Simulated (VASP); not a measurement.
# ZnS (P6_3mc) in VASP: notebook

Runs on ZnS. Level: PBE. Tasks: single point.

Program: VASP 6.6.1. These are calculated values, not measurements. Logs are shortened: lines on timing, memory, paths and dates and some standing lists are left out, and cuts for length are marked.

**The experiment to reproduce.**

A printed reference work, monograph reports, for a bulk crystal of ZnS at 4 K: band gap 3.911 eV (direct).

The runs below are set against these values where they give the same quantity.

**1. The cell of the first run**

It takes space group P6_3mc (No. 186, hexagonal). Conventional cell: a = 3.846 Å, b = 3.846 Å, c = 6.304 Å, α = 90.00°, β = 90.00°, γ = 120.00°. Zn (site symmetry 3m) has 4 S at 2.36 Å within 3.1 Å. S (site symmetry 3m) has 4 Zn at 2.36 Å within 3.1 Å.

**2. Single point, PBE**

Contents of INCAR:

```
PREC = Accurate
ENCUT = 520
EDIFF = 1E-6
ISMEAR = -4
SIGMA = 0.1
LREAL = False
LASPH = True
NELM = 100
ALGO = Normal
ISIF = 2
LWAVE = False
LCHARG = True
GGA = PE
LELF = True
LVHAR = True
NBANDS = 26
```

Contents of KPOINTS:

```
Automatic mesh
0
Gamma
  10 10 6
```

Contents of POSCAR:

```
ZnS
1.0
    3.8457472826      0.0000000000      0.0000000000
   -1.9228736413      3.3305148432      0.0000000000
    0.0000000000      0.0000000000      6.3043756624
Zn S
2 2
Direct
    0.3333333333      0.6666666667      0.0052019370
    0.6666666667      0.3333333333      0.5052019370
    0.3333333333      0.6666666667      0.3797980630
    0.6666666667      0.3333333333      0.8797980630
```

Potentials or basis: VASP PAW PBE potentials, release 64 (Zn, S).

Run with:

```bash
$ cat potpaw_PBE.64/Zn/POTCAR potpaw_PBE.64/S/POTCAR > POTCAR
$ mpirun -np 1 vasp_std > vasp.out
```

OUTCAR:

```text
PREC = Accurate
   ENCUT = 520
   EDIFF = 1E-6
   ISMEAR = -4
   LREAL = False
   LASPH = True
   NELM = 100
   ISIF = 2
   GGA = PE

 ion  position               nearest neighbor table
   1  0.333  0.667  0.005-   4 2.36   4 2.36   4 2.36   3 2.36
   2  0.667  0.333  0.505-   3 2.36   3 2.36   3 2.36   4 2.36
   3  0.333  0.667  0.380-   2 2.36   2 2.36   2 2.36   1 2.36
   4  0.667  0.333  0.880-   1 2.36   1 2.36   1 2.36   2 2.36

  LATTYP: Found a hexagonal cell.
 ALAT       =     3.8457472826
 C/A-ratio  =     1.6393109581

  Lattice vectors:

 A1 = (   3.8457472826,   0.0000000000,   0.0000000000)
 A2 = (  -1.9228736413,   3.3305148432,   0.0000000000)
 A3 = (   0.0000000000,   0.0000000000,   6.3043756624)

Analysis of symmetry for initial positions (statically):
=====================================================================
 Subroutine PRICEL returns:
 Original cell was already a primitive cell.

 Routine SETGRP: Setting up the symmetry group for a
 hexagonal supercell.

 Subroutine GETGRP returns: Found 12 space group operations
 (whereof  6 operations were pure point group operations)
 out of a pool of 24 trial point group operations.

The static configuration has the point symmetry C_3v.
 The point group associated with its full space group is C_6v.

Analysis of symmetry for dynamics (positions and initial velocities):
=====================================================================
 Subroutine PRICEL returns:
 Original cell was already a primitive cell.

 Routine SETGRP: Setting up the symmetry group for a
 hexagonal supercell.

 Subroutine GETGRP returns: Found 12 space group operations
 (whereof  6 operations were pure point group operations)
 out of a pool of 24 trial point group operations.

The dynamic configuration has the point symmetry C_3v.
 The point group associated with its full space group is C_6v.

 Subroutine INISYM returns: Found 12 space group operations
 (whereof  6 operations are pure point group operations),
 and found     1 'primitive' translations

----------------------------------------------------------------------------------------

                                     Primitive cell

  volume of cell :      80.7485

  direct lattice vectors                    reciprocal lattice vectors
     3.845747283  0.000000000  0.000000000     0.260027487  0.150126939  0.000000000
    -1.922873641  3.330514843  0.000000000     0.000000000  0.300253879  0.000000000
     0.000000000  0.000000000  6.304375662     0.000000000  0.000000000  0.158619989

  length of vectors
     3.845747283  3.845747283  6.304375662     0.300253879  0.300253879  0.158619989

  position of ions in fractional coordinates (direct lattice)
     0.333333333  0.666666667  0.005201937
     0.666666667  0.333333333  0.505201937
     0.333333333  0.666666667  0.379798063
     0.666666667  0.333333333  0.879798063

  ion indices of the primitive-cell ions
   primitive index   ion index
                 1           1
                 2           2
                 3           3
                 4           4

----------------------------------------------------------------------------------------

 KPOINTS: Automatic mesh

Automatic generation of k-mesh.
 Grid dimensions read from file:
 generate k-points for:   10   10    6

 Generating k-lattice:

  Cartesian coordinates                     Fractional coordinates (reciprocal lattice)
     0.026002749  0.015012694  0.000000000     0.100000000  0.000000000  0.000000000
     0.000000000  0.030025388  0.000000000     0.000000000  0.100000000  0.000000000
     0.000000000  0.000000000  0.026436665     0.000000000  0.000000000  0.166666667

  Length of vectors
     0.030025388  0.030025388  0.026436665

  Shift w.r.t. Gamma in fractional coordinates (k-lattice)
     0.000000000  0.000000000  0.000000000

 TETIRR: Found    630 inequivalent tetrahedra from     3600

 Subroutine IBZKPT returns following result:
 ===========================================

 Found     56 irreducible k-points:

 Following reciprocal coordinates:
            Coordinates               Weight
  0.000000  0.000000  0.000000      1.000000
  0.100000  0.000000  0.000000      6.000000
  0.200000  0.000000  0.000000      6.000000
  0.300000  0.000000  0.000000      6.000000
  0.400000  0.000000  0.000000      6.000000
  0.500000  0.000000  0.000000      3.000000
[... 16 lines left out ...]
  0.300000  0.100000  0.166667     24.000000
  0.400000  0.100000  0.166667     24.000000
 [... further k-points ...]
   k-points           NKPTS =     56   k-points in BZ     NKDIM =     56   number of bands    NBANDS=     26
   number of dos      NEDOS =    301   number of ions     NIONS =      4
   total plane-waves  NPLWV =  43200
   dimension x,y,z NGX =    30 NGY =   30 NGZ =   48
   dimension x,y,z NGXF=    60 NGYF=   60 NGZF=   96
   ions per type =               2   2
   NGX,Y,Z   is equivalent  to a cutoff of  12.97, 12.97, 12.66 a.u.
   NGXF,Y,Z  is equivalent  to a cutoff of  25.94, 25.94, 25.32 a.u.
 SYSTEM =  unknown system
   PREC   = accura    normal or accurate (medium, high low for compatibility)
   ISTART =      0    job   : 0-new  1-cont  2-samecut
   ICHARG =      2    charge: 1-file 2-atom 10-const
   ISPIN  =      1    spin polarized calculation?
   LNONCOLLINEAR =      F non collinear calculations
   LSORBIT =      F    spin-orbit coupling
   LASPH  =      T    aspherical Exc in radial PAW
   ENCUT  =  520.0 eV  38.22 Ry    6.18 a.u.   7.15  7.15 11.72*2*pi/ulx,y,z
   NELM   =    100;   NELMIN=  2; NELMDL= -5     # of ELM steps
   EDIFF  = 0.1E-05   stopping-criterion for ELM
   LREAL  =      F    real-space projection
[... 7 lines left out ...]
   TEBEG  =    0.0;   TEEND  =   0.0 temperature during run
   PSTRESS=    0.0 pullay stress
   NELECT =      36.0000    total number of electrons
   NUPDOWN=      -1.0000    fix difference up-down
   EMIN   =  10.00;   EMAX   =-10.00  energy-range for DOS
   EFERMI =   0.00;   METHOD = LEGACY
   ISMEAR =    -4;   SIGMA  =   0.10  broadening in eV -4-tet -1-fermi 0-gaus
   EFERMI_NEDOS =   21; number of points for ismear=-14 and -15
   IALGO  =     38    algorithm
   IMIX   =      4    mixing-type and parameters
     AMIX     =   0.40;   BMIX     =  1.00
     AMIX_MAG =   1.60;   BMIX_MAG =  1.00
  volume/ion in A,a.u.               =      20.19       136.23
  Fermi-wavevector in a.u.,A,eV,Ry     =   1.250636  2.363359 21.280742  1.564090
  Thomas-Fermi vector in A             =   2.384621
   LORBIT       =      0    0 simple, 1 ext, 2 COOP (PROOUT), +10 PAW based schemes
   GGA     = PE    functional components
   LHFCALC =     F    Hartree Fock is set to
   AEXX    =    0.0000 exact exchange contribution
   IVDW    =     0    specifies the selected vdW correction
   LEPSILON=     F    determine dielectric tensor
   LRPA    =     F    only Hartree local field effects (RPA)
 non-spin polarized calculation
 Fermi weights with tetrahedron method witout Bloechl corrections
  energy-cutoff  :      520.00
  volume of cell :       80.75
 maximum number of plane-waves:      2192
 NGX is ok and might be reduce to    30
   NGX = 15   NGY = 15   NGZ = 23

 number of electron      36.0000011 magnetization

 Free energy of the ion-electron system (eV)
  ---------------------------------------------------
  ext. energy  EPLUGINS =         0.00000000
  ---------------------------------------------------
  free energy    TOTEN  =       -13.69381124 eV

  energy without entropy =      -13.69381124  energy(sigma->0) =      -13.69381124

 E-fermi :   1.9313     XC(G=0):  -9.5158

 val. band max:        1.9120673640   @ k =   0.0000   0.0000   0.0000
 cond. band min:       3.9944634020   @ k =   0.0000   0.0000   0.0000
 fundamental gap:      2.0823960380
 Fermi energy:         1.9312920098

 k-point     1 :       0.0000    0.0000    0.0000
  band No.  band energies     occupation
      1     -11.0943      2.00000
      2     -10.2049      2.00000
      3      -4.3422      2.00000
      4      -4.3306      2.00000
      5      -4.3306      2.00000
      6      -4.2525      2.00000
[... 18 lines left out ...]
     25       9.5896      0.00000
     26      11.0427      0.00000

 k-point     2 :       0.1000    0.0000    0.0000
  band No.  band energies     occupation
      1     -11.0296      2.00000
      2     -10.1688      2.00000
      3      -4.3387      2.00000
      4      -4.3245      2.00000
      5      -4.3178      2.00000
      6      -4.2453      2.00000
[... 18 lines left out ...]
     25       9.8855      0.00000
     26      10.6622      0.00000

 k-point     3 :       0.2000    0.0000    0.0000
  band No.  band energies     occupation
      1     -10.8485      2.00000
      2     -10.0761      2.00000
      3      -4.3401      2.00000
      4      -4.2964      2.00000
      5      -4.2867      2.00000
      6      -4.2137      2.00000
[... 18 lines left out ...]
     25      10.0429      0.00000
     26      10.6790      0.00000

 k-point     4 :       0.3000    0.0000    0.0000
  band No.  band energies     occupation
      1     -10.5927      2.00000
      2      -9.9712      2.00000
      3      -4.3296      2.00000
      4      -4.2620      2.00000
      5      -4.2554      2.00000
      6      -4.1405      2.00000
[... 18 lines left out ...]
     25      10.5769      0.00000
     26      11.0280      0.00000

 k-point     5 :       0.4000    0.0000    0.0000
  band No.  band energies     occupation
      1     -10.3391      2.00000
      2      -9.9121      2.00000
      3      -4.3158      2.00000
      4      -4.2369      2.00000
      5      -4.1948      2.00000
      6      -4.0682      2.00000
[... 18 lines left out ...]
     25      10.7863      0.00000
     26      12.4815      0.00000

 k-point     6 :       0.5000    0.0000    0.0000
  band No.  band energies     occupation
      1     -10.2167      2.00000
      2      -9.9095      2.00000
      3      -4.3123      2.00000
      4      -4.2315      2.00000
      5      -4.1065      2.00000
      6      -4.0930      2.00000
[... 427 lines left out ...]
 k-point    21 :       0.1000    0.1000    0.1667
  band No.  band energies     occupation
      1     -10.8592      2.00000
      2     -10.1656      2.00000
      3      -4.3425      2.00000
      4      -4.2973      2.00000
      5      -4.2959      2.00000
      6      -4.2385      2.00000
[... 18 lines left out ...]
     25      10.2291      0.00000
     26      10.4132      0.00000

 k-point    22 :       0.2000    0.1000    0.1667
  band No.  band energies     occupation
      1     -10.6450      2.00000
      2     -10.0551      2.00000
      3      -4.3270      2.00000
      4      -4.2765      2.00000
      5      -4.2618      2.00000
      6      -4.1930      2.00000
[... 18 lines left out ...]
     25      10.4632      0.00000
     26      10.7303      0.00000

 k-point    23 :       0.3000    0.1000    0.1667
  band No.  band energies     occupation
      1     -10.3941      2.00000
      2      -9.9587      2.00000
      3      -4.3097      2.00000
      4      -4.2468      2.00000
      5      -4.2167      2.00000
      6      -4.1146      2.00000
[... 18 lines left out ...]
     25      10.5935      0.00000
     26      11.2873      0.00000

 k-point    24 :       0.4000    0.1000    0.1667
  band No.  band energies     occupation
      1     -10.1997      2.00000
      2      -9.9253      2.00000
      3      -4.3062      2.00000
      4      -4.2249      2.00000
      5      -4.1559      2.00000
      6      -4.0670      2.00000
[... 18 lines left out ...]
     25      11.0839      0.00000
     26      12.4573      0.00000

 [... further k-points ...]

------------------------ aborting loop because EDIFF is reached ----------------------------------------

  FORCE on cell =-STRESS in cart. coord.  units (eV):
  Direction    XX          YY          ZZ          XY          YZ          ZX
  --------------------------------------------------------------------------------------
  -------------------------------------------------------------------------------------
  Total        0.0608905      0.0608905      0.0750424      0.0000000     -0.0000000      0.0000000
  in kB        1.2081650      1.2081650      1.4889598      0.0000000     -0.0000000      0.0000000
  external PRESSURE =       1.3017633 kB  Pullay stress =       0.0000000 kB

 VOLUME and BASIS-vectors are now :
 -----------------------------------------------------------------------------
  energy-cutoff  :      520.00
  volume of cell :       80.75
      direct lattice vectors                 reciprocal lattice vectors
     3.845747283  0.000000000  0.000000000     0.260027487  0.150126939  0.000000000
    -1.922873641  3.330514843  0.000000000     0.000000000  0.300253879  0.000000000
     0.000000000  0.000000000  6.304375662     0.000000000  0.000000000  0.158619989

 POSITION                                       TOTAL-FORCE (eV/Angst)
 -----------------------------------------------------------------------------------
     -0.00000      2.22034      0.03279         0.000000     -0.000000      0.000992
      1.92287      1.11017      3.18498        -0.000000      0.000000      0.000992
     -0.00000      2.22034      2.39439        -0.000000      0.000000     -0.000992
      1.92287      1.11017      5.54658         0.000000     -0.000000     -0.000992
 -----------------------------------------------------------------------------------
    total drift:                               -0.000000     -0.000000     -0.000171

  FREE ENERGIE OF THE ION-ELECTRON SYSTEM (eV)
  ---------------------------------------------------
  free  energy   TOTEN  =       -13.6938112400 eV

  energy  without entropy=      -13.6938112400  energy(sigma->0) =      -13.69381124
```

It took 2.1 min on 1 thread of Intel Xeon Platinum 8488C (Sapphire Rapids), shared host; peak memory 0.25 GiB.

What came out:

| Item | Value |
| --- | --- |
| Free energy | -13.6938 eV |
| Pressure | 0.1 GPa |
| Band gap on the k mesh | 2.08 eV, direct |

Levels at points of the mesh, in eV from the valence-band top:
```tsv
k point	band 15	band 16	band 17	band 18	band 19	band 20	band 21	band 22
(0.00, 0.00, 0.00)	-0.86	-0.07	0.00	0.00	2.08	3.05	6.33	6.33
(0.50, 0.00, 0.00)	-3.14	-2.14	-1.61	-0.85	3.68	4.18	5.14	6.93
(0.00, 0.00, 0.50)	-0.45	-0.45	-0.45	-0.45	3.48	3.48	6.76	6.76
(0.50, 0.00, 0.50)	-1.56	-1.56	-1.54	-1.54	3.54	3.54	5.24	5.24
```

**3. Single point, PBE (volume scaled by 1.020)**

Contents of INCAR:

```
PREC = Accurate ; ENCUT = 520
EDIFF = 1E-6 ; ISMEAR = 0
SIGMA = 0.05 ; LREAL = False
LASPH = True ; NELM = 60
ALGO = Normal ; ISIF = 2
LWAVE = False ; LCHARG = False
GGA = PE ; NBANDS = 26
```

Contents of KPOINTS:

```
regular mesh
0
Gamma
  10 10 6
```

Contents of POSCAR:

```
ZnS
1.0
    3.8712165499      0.0000000000      0.0000000000
   -1.9356082749      3.3525718757      0.0000000000
    0.0000000000      0.0000000000      6.3461277114
Zn S
2 2
Direct
    0.3333333333      0.6666666667      0.0052019370
    0.6666666667      0.3333333333      0.5052019370
    0.3333333333      0.6666666667      0.3797980630
    0.6666666667      0.3333333333      0.8797980630
```

Potentials or basis: VASP PAW PBE potentials, release 64 (Zn, S).

Run with:

```bash
$ cat potpaw_PBE.64/Zn/POTCAR potpaw_PBE.64/S/POTCAR > POTCAR
$ mpirun -np 1 vasp_std > vasp.out
```

It took 1.9 min on 1 thread of Intel Xeon Platinum 8488C (Sapphire Rapids), shared host; peak memory 0.25 GiB.

The run converged. Its results:

* Free energy: -13.6887 eV
* Pressure: -1.2 GPa
* Band gap on the k mesh: 1.99 eV, direct

Forces in eV/Å, atoms in the order of the input:
```
Zn   0.000  0.000 -0.003
Zn   0.000  0.000 -0.003
S    0.000  0.000  0.003
S    0.000  0.000  0.003
```

Levels at points of the mesh, in eV from the valence-band top:
| k point | band 15 | band 16 | band 17 | band 18 | band 19 | band 20 | band 21 | band 22 |
| --- | --- | --- | --- | --- | --- | --- | --- | --- |
| (0.00, 0.00, 0.00) | -0.83 | -0.07 | 0.00 | 0.00 | 1.99 | 3.01 | 6.34 | 6.34 |
| (0.50, 0.00, 0.00) | -3.05 | -2.07 | -1.55 | -0.82 | 3.70 | 4.12 | 5.16 | 6.94 |
| (0.00, 0.00, 0.50) | -0.43 | -0.43 | -0.43 | -0.43 | 3.42 | 3.42 | 6.71 | 6.71 |
| (0.50, 0.00, 0.50) | -1.52 | -1.52 | -1.49 | -1.49 | 3.53 | 3.53 | 5.25 | 5.25 |

**4. Single point, PBE (volume scaled by 1.040)**

Contents of INCAR:

```
PREC = Accurate
ENCUT = 520
EDIFF = 1E-6
ISMEAR = 0
SIGMA = 0.05
LREAL = False
LASPH = True
NELM = 60
ALGO = Normal
ISIF = 2
LWAVE = False
LCHARG = True
GGA = PE
LELF = True
LVHAR = True
NBANDS = 26
```

KPOINTS is that of step 3.

Contents of POSCAR:

```
ZnS
1.0
    3.8963550240      0.0000000000      0.0000000000
   -1.9481775120      3.3743424330      0.0000000000
    0.0000000000      0.0000000000      6.3873374876
Zn S
2 2
Direct
    0.3333333333      0.6666666667      0.0052019370
    0.6666666667      0.3333333333      0.5052019370
    0.3333333333      0.6666666667      0.3797980630
    0.6666666667      0.3333333333      0.8797980630
```

Run with:

```bash
$ cat potpaw_PBE.64/Zn/POTCAR potpaw_PBE.64/S/POTCAR > POTCAR
$ mpirun -np 1 vasp_std > vasp.out
```

It took 2.6 min on 1 thread of Intel Xeon Platinum 8488C (Sapphire Rapids), shared host; peak memory 0.25 GiB.

It converged, with:

* Free energy: -13.6709 eV
* Pressure: -2.4 GPa
* Largest force: 0.006 eV/Å
* Band gap on the k mesh: 1.91 eV, direct

Forces in eV/Å, atoms in the order of the input:
```
Zn   0.000  0.000 -0.006
Zn   0.000  0.000 -0.006
S    0.000  0.000  0.006
S    0.000  0.000  0.006
```

Levels at points of the mesh, in eV from the valence-band top:
```
           k point  band 16  band 17  band 18  band 19  band 20  band 21
(0.00, 0.00, 0.00)    -0.07     0.00     0.00     1.91     2.98     6.35
(0.50, 0.00, 0.00)    -2.01    -1.50    -0.79     3.70     4.07     5.17
(0.00, 0.00, 0.50)    -0.42    -0.42    -0.42     3.35     3.35     6.67
(0.50, 0.00, 0.50)    -1.47    -1.45    -1.45     3.52     3.52     5.26
```

**5. Summary**

| cell | smearing | gap on the mesh (eV) | pressure (GPa) |
| --- | --- | --- | --- |
| a = 3.846, b = 3.846, c = 6.304 Å, angles 90.0, 90.0, 120.0°, 4 atoms | tetrahedron | 2.08 | 0.1 |
| a = 3.871, b = 3.871, c = 6.346 Å, angles 90.0, 90.0, 120.0°, 4 atoms | gaussian 0.05 eV | 1.99 | -1.2 |
| a = 3.896, b = 3.896, c = 6.387 Å, angles 90.0, 90.0, 120.0°, 4 atoms | gaussian 0.05 eV | 1.91 | -2.4 |

Alike in all rows: task single point; level PBE; potentials or basis VASP PAW PBE potentials, release 64 (Zn, S); no spin polarisation; k mesh 10 × 10 × 6; cutoff (eV) 520.

Absolute energies hang on the potentials; compare differences alone.

**6. How close it comes**

Step 2. Against the measured gap of ZnS, 3.911 eV (direct; 4 K; a printed reference work, monograph), the calculated 2.08 eV is off by -1.83 eV. The value is that of PBE, without temperature or zero-point motion. Semilocal functionals fall short of measured gaps as a rule.
